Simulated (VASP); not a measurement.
# Al2O3 (P-6m2) in VASP: single point with PBEsol

Aim: the single point of Al2O3 with PBEsol.

Everything below comes from runs of VASP 6.6.1. Logs are shortened: lines on timing, memory, paths and dates and some standing lists are left out, and cuts for length are marked.

### 1 The structure

The structure is hexagonal, space group P-6m2 (No. 187). The conventional cell has a = 2.884 Å, b = 2.884 Å, c = 9.337 Å, α = 90.00°, β = 90.00°, γ = 120.00°. Al (site symmetry 3m) has 3 O at 1.80 Å as nearest neighbours. Around O (site symmetry 3m) lie 3 Al at 1.80 Å. Around O (site symmetry -6m2) lie 6 Al at 2.18 Å.

Measurements of this composition are mostly on another form, of space group No. 167.

### 2 Single point, PBEsol

Input file INCAR:

```
ALGO = Fast
EDIFF = 1E-6
ENCUT = 520
GGA = PS
ISIF = 2
ISMEAR = 0
LASPH = T
LCHARG = F
LREAL = F
LWAVE = F
NBANDS = 20
NELM = 100
PREC = Accurate
SIGMA = 0.1
```

Input file KPOINTS:

```
k-points
0
Gamma
  9 9 2
```

Input file POSCAR:

```
Al2O3
1.0
    2.8843249483      0.0000000000      0.0000000000
   -1.4421624742      2.4978986780      0.0000000000
    0.0000000000      0.0000000000      9.3367544600
Al O
2 3
Direct
    0.0000000000      0.0000000000      0.1499923300
    0.0000000000      0.0000000000      0.8500076700
    0.3333333300      0.6666666700      0.2223169200
    0.6666666700      0.3333333300      0.0000000000
    0.3333333300      0.6666666700      0.7776830800
```

Potentials or basis: VASP PAW PBE potentials, release 64 (Al, O).

Command:

```sh
$ cat potpaw_PBE.64/Al/POTCAR potpaw_PBE.64/O/POTCAR > POTCAR
$ mpirun -np 1 vasp_std > vasp.out
```

OUTCAR:

```text
EDIFF = 1E-6
   ENCUT = 520
   GGA = PS
   ISIF = 2
   ISMEAR = 0
   LASPH = T
   LREAL = F
   NELM = 100
   PREC = Accurate

 ion  position               nearest neighbor table
   1  0.000  0.000  0.150-   3 1.80   3 1.80   3 1.80   4 2.18   4 2.18   4 2.18   2 2.80
   2  0.000  0.000  0.850-   5 1.80   5 1.80   5 1.80   4 2.18   4 2.18   4 2.18   1 2.80
   3  0.333  0.667  0.222-   1 1.80   1 1.80   1 1.80
   4  0.667  0.333  0.000-   1 2.18   2 2.18   1 2.18   2 2.18   1 2.18   2 2.18
   5  0.333  0.667  0.778-   2 1.80   2 1.80   2 1.80

  LATTYP: Found a hexagonal cell.
 ALAT       =     2.8843249483
 C/A-ratio  =     3.2370674689

  Lattice vectors:

 A1 = (   2.8843249483,   0.0000000000,   0.0000000000)
 A2 = (  -1.4421624742,   2.4978986780,   0.0000000000)
 A3 = (   0.0000000000,   0.0000000000,   9.3367544600)

Analysis of symmetry for initial positions (statically):
=====================================================================
 Subroutine PRICEL returns:
 Original cell was already a primitive cell.

 Routine SETGRP: Setting up the symmetry group for a
 hexagonal supercell.

 Subroutine GETGRP returns: Found 12 space group operations
 (whereof 12 operations were pure point group operations)
 out of a pool of 24 trial point group operations.

The static configuration has the point symmetry D_3h.

Analysis of symmetry for dynamics (positions and initial velocities):
=====================================================================
 Subroutine PRICEL returns:
 Original cell was already a primitive cell.

 Routine SETGRP: Setting up the symmetry group for a
 hexagonal supercell.

 Subroutine GETGRP returns: Found 12 space group operations
 (whereof 12 operations were pure point group operations)
 out of a pool of 24 trial point group operations.

The dynamic configuration has the point symmetry D_3h.

 Subroutine INISYM returns: Found 12 space group operations
 (whereof 12 operations are pure point group operations),
 and found     1 'primitive' translations

----------------------------------------------------------------------------------------

                                     Primitive cell

  volume of cell :      67.2690

  direct lattice vectors                    reciprocal lattice vectors
     2.884324948  0.000000000  0.000000000     0.346701574  0.200168247  0.000000000
    -1.442162474  2.497898678  0.000000000     0.000000000  0.400336494  0.000000000
     0.000000000  0.000000000  9.336754460     0.000000000  0.000000000  0.107103598

  length of vectors
     2.884324948  2.884324948  9.336754460     0.400336494  0.400336494  0.107103598

  position of ions in fractional coordinates (direct lattice)
     0.000000000  0.000000000  0.149992330
     0.000000000  0.000000000  0.850007670
     0.333333330  0.666666670  0.222316920
     0.666666670  0.333333330  0.000000000
     0.333333330  0.666666670  0.777683080

  ion indices of the primitive-cell ions
   primitive index   ion index
                 1           1
                 2           2
                 3           3
                 4           4
                 5           5

----------------------------------------------------------------------------------------

 KPOINTS: k-points

Automatic generation of k-mesh.
 Grid dimensions read from file:
 generate k-points for:    9    9    2

 Generating k-lattice:

  Cartesian coordinates                     Fractional coordinates (reciprocal lattice)
     0.038522397  0.022240916  0.000000000     0.111111111  0.000000000  0.000000000
     0.000000000  0.044481833  0.000000000     0.000000000  0.111111111  0.000000000
     0.000000000  0.000000000  0.053551799     0.000000000  0.000000000  0.500000000

  Length of vectors
     0.044481833  0.044481833  0.053551799

  Shift w.r.t. Gamma in fractional coordinates (k-lattice)
     0.000000000  0.000000000  0.000000000

 Subroutine IBZKPT returns following result:
 ===========================================

 Found     24 irreducible k-points:

 Following reciprocal coordinates:
            Coordinates               Weight
  0.000000  0.000000  0.000000      1.000000
  0.111111  0.000000  0.000000      6.000000
  0.222222 -0.000000  0.000000      6.000000
  0.333333  0.000000  0.000000      6.000000
  0.444444 -0.000000  0.000000      6.000000
  0.111111  0.111111  0.000000      6.000000
[... 16 lines left out ...]
  0.333333  0.222222  0.500000     12.000000
  0.333333  0.333333  0.500000      2.000000
   k-points           NKPTS =     24   k-points in BZ     NKDIM =     24   number of bands    NBANDS=     20
   number of dos      NEDOS =    301   number of ions     NIONS =      5
   total plane-waves  NPLWV =  40320
   dimension x,y,z NGX =    24 NGY =   24 NGZ =   70
   dimension x,y,z NGXF=    48 NGYF=   48 NGZF=  140
   ions per type =               2   3
   NGX,Y,Z   is equivalent  to a cutoff of  13.83, 13.83, 12.46 a.u.
   NGXF,Y,Z  is equivalent  to a cutoff of  27.67, 27.67, 24.93 a.u.
 SYSTEM =  unknown system
   PREC   = accura    normal or accurate (medium, high low for compatibility)
   ISTART =      0    job   : 0-new  1-cont  2-samecut
   ICHARG =      2    charge: 1-file 2-atom 10-const
   ISPIN  =      1    spin polarized calculation?
   LNONCOLLINEAR =      F non collinear calculations
   LSORBIT =      F    spin-orbit coupling
   LASPH  =      T    aspherical Exc in radial PAW
   ENCUT  =  520.0 eV  38.22 Ry    6.18 a.u.   5.36  5.36 17.36*2*pi/ulx,y,z
   NELM   =    100;   NELMIN=  2; NELMDL= -5     # of ELM steps
   EDIFF  = 0.1E-05   stopping-criterion for ELM
   LREAL  =      F    real-space projection
   EDIFFG = 0.1E-04   stopping-criterion for IOM
   NSW    =      0    number of steps for IOM
   IBRION =     -1    ionic relax: 0-MD 1-quasi-New 2-CG
   NFREE  =      0    steps in history (QN), initial steepest desc. (CG)
   ISIF   =      2    stress and relaxation
   ISYM   =      2    0-nonsym 1-usesym 2-fastsym
   POTIM  = 0.5000    time-step for ionic-motion
   TEBEG  =    0.0;   TEEND  =   0.0 temperature during run
   PSTRESS=    0.0 pullay stress
   NELECT =      24.0000    total number of electrons
   NUPDOWN=      -1.0000    fix difference up-down
   EMIN   =  10.00;   EMAX   =-10.00  energy-range for DOS
   EFERMI =   0.00;   METHOD = LEGACY
   ISMEAR =     0;   SIGMA  =   0.10  broadening in eV -4-tet -1-fermi 0-gaus
   EFERMI_NEDOS =   21; number of points for ismear=-14 and -15
   IALGO  =     68    algorithm
   IMIX   =      4    mixing-type and parameters
     AMIX     =   0.40;   BMIX     =  1.00
     AMIX_MAG =   1.60;   BMIX_MAG =  1.00
  volume/ion in A,a.u.               =      13.45        90.79
  Fermi-wavevector in a.u.,A,eV,Ry     =   1.161111  2.194181 18.343074  1.348178
  Thomas-Fermi vector in A             =   2.297686
   LORBIT       =      0    0 simple, 1 ext, 2 COOP (PROOUT), +10 PAW based schemes
   GGA     = PS    functional components
   LHFCALC =     F    Hartree Fock is set to
   AEXX    =    0.0000 exact exchange contribution
   IVDW    =     0    specifies the selected vdW correction
   LEPSILON=     F    determine dielectric tensor
   LRPA    =     F    only Hartree local field effects (RPA)
 non-spin polarized calculation
 RMM-DIIS sequential band-by-band and
 Gauss-broadening in eV      SIGMA  =   0.10
  energy-cutoff  :      520.00
  volume of cell :       67.27
 maximum number of plane-waves:      1846
 NGX is ok and might be reduce to    24
   NGX = 11   NGY = 11   NGZ = 35

 number of electron      23.9999983 magnetization

 Free energy of the ion-electron system (eV)
  ---------------------------------------------------
  ext. energy  EPLUGINS =         0.00000000
  ---------------------------------------------------
  free energy    TOTEN  =       -38.13133953 eV

  energy without entropy =      -38.13133953  energy(sigma->0) =      -38.13133953

 E-fermi :   1.2648     XC(G=0):  -8.6149

 val. band max:        0.8111223282   @ k =   0.1111   0.1111   0.0000
 cond. band min:       5.5436343472   @ k =   0.0000   0.0000   0.0000
 fundamental gap:      4.7325120190
 Fermi energy:         1.2647883725

 k-point     1 :       0.0000    0.0000    0.0000
  band No.  band energies     occupation
      1     -17.8475      2.00000
      2     -16.8123      2.00000
      3     -15.6086      2.00000
      4      -4.1996      2.00000
      5      -1.3273      2.00000
      6      -0.6823      2.00000
[... 12 lines left out ...]
     19      15.5896      0.00000
     20      15.6282      0.00000

 k-point     2 :       0.1111    0.0000    0.0000
  band No.  band energies     occupation
      1     -17.6963      2.00000
      2     -16.6990      2.00000
      3     -15.5533      2.00000
      4      -4.1158      2.00000
      5      -1.7181      2.00000
      6      -1.0556      2.00000
[... 12 lines left out ...]
     19      14.4356      0.00000
     20      15.5230      0.00000

 k-point     3 :       0.2222   -0.0000    0.0000
  band No.  band energies     occupation
      1     -17.2732      2.00000
      2     -16.3959      2.00000
      3     -15.4262      2.00000
      4      -4.0477      2.00000
      5      -2.9294      2.00000
      6      -1.9836      2.00000
[... 12 lines left out ...]
     19      13.7055      0.00000
     20      14.3350      0.00000

 k-point     4 :       0.3333    0.0000    0.0000
  band No.  band energies     occupation
      1     -16.6817      2.00000
      2     -16.0179      2.00000
      3     -15.3370      2.00000
      4      -4.4621      2.00000
      5      -4.2572      2.00000
      6      -2.9584      2.00000
[... 429 lines left out ...]
 k-point    23 :       0.3333    0.2222    0.5000
  band No.  band energies     occupation
      1     -15.9077      2.00000
      2     -15.6368      2.00000
      3     -15.4079      2.00000
      4      -4.7489      2.00000
      5      -4.5587      2.00000
      6      -3.3945      2.00000
[... 12 lines left out ...]
     19      13.8829      0.00000
     20      14.1600      0.00000

 k-point    24 :       0.3333    0.3333    0.5000
  band No.  band energies     occupation
      1     -15.5977      2.00000
      2     -15.5798      2.00000
      3     -15.5653      2.00000
      4      -4.6991      2.00000
      5      -4.3038      2.00000
      6      -3.3321      2.00000
[... 12 lines left out ...]
     19      13.6448      0.00000
     20      13.8636      0.00000

------------------------ aborting loop because EDIFF is reached ----------------------------------------

  FORCE on cell =-STRESS in cart. coord.  units (eV):
  Direction    XX          YY          ZZ          XY          YZ          ZX
  --------------------------------------------------------------------------------------
  -------------------------------------------------------------------------------------
  Total       -1.2822938     -1.2822938     -0.9206739      0.0000000     -0.0000000      0.0000000
  in kB      -30.5409946    -30.5409946    -21.9281242      0.0000000     -0.0000000      0.0000000
  external PRESSURE =     -27.6700378 kB  Pullay stress =       0.0000000 kB

 VOLUME and BASIS-vectors are now :
 -----------------------------------------------------------------------------
  energy-cutoff  :      520.00
  volume of cell :       67.27
      direct lattice vectors                 reciprocal lattice vectors
     2.884324948  0.000000000  0.000000000     0.346701574  0.200168247  0.000000000
    -1.442162474  2.497898678  0.000000000     0.000000000  0.400336494  0.000000000
     0.000000000  0.000000000  9.336754460     0.000000000  0.000000000  0.107103598

 POSITION                                       TOTAL-FORCE (eV/Angst)
 -----------------------------------------------------------------------------------
      0.00000      0.00000      1.40044         0.000000     -0.000000     -0.086613
      0.00000      0.00000      7.93631         0.000000     -0.000000      0.086613
     -0.00000      1.66527      2.07572         0.000000     -0.000000     -0.143284
      1.44216      0.83263      0.00000        -0.000000      0.000000      0.000000
     -0.00000      1.66527      7.26104        -0.000000     -0.000000      0.143284
 -----------------------------------------------------------------------------------
    total drift:                                0.000018     -0.000010      0.000000

  FREE ENERGIE OF THE ION-ELECTRON SYSTEM (eV)
  ---------------------------------------------------
  free  energy   TOTEN  =       -38.1313395274 eV

  energy  without entropy=      -38.1313395274  energy(sigma->0) =      -38.13133953
```

Wall time 51 s (1 thread of Intel Xeon Platinum 8175M at 2.50GHz (Skylake/Cascade Lake), shared host); peak memory 0.19 GiB.

Results:

```
Free energy            : -38.1313 eV
Pressure               : -2.8 GPa
Largest force          : 0.143 eV/Å
Band gap on the k mesh : 4.73 eV, indirect (least direct gap 4.98 eV)
```

Forces on the atoms (eV/Å):
```
Al   0.000  0.000 -0.087
Al   0.000  0.000  0.087
O    0.000  0.000 -0.143
O    0.000  0.000  0.000
O    0.000  0.000  0.143
```

Stress tensor (GPa, compression positive):
```
-3.05  0.00  0.00
 0.00 -3.05  0.00
 0.00  0.00 -2.19
```

Caveat: the PAW data sets were made with another functional, which shifts forces and pressure a little; an odd mesh through Γ misses points on the zone boundary, where band edges often lie.
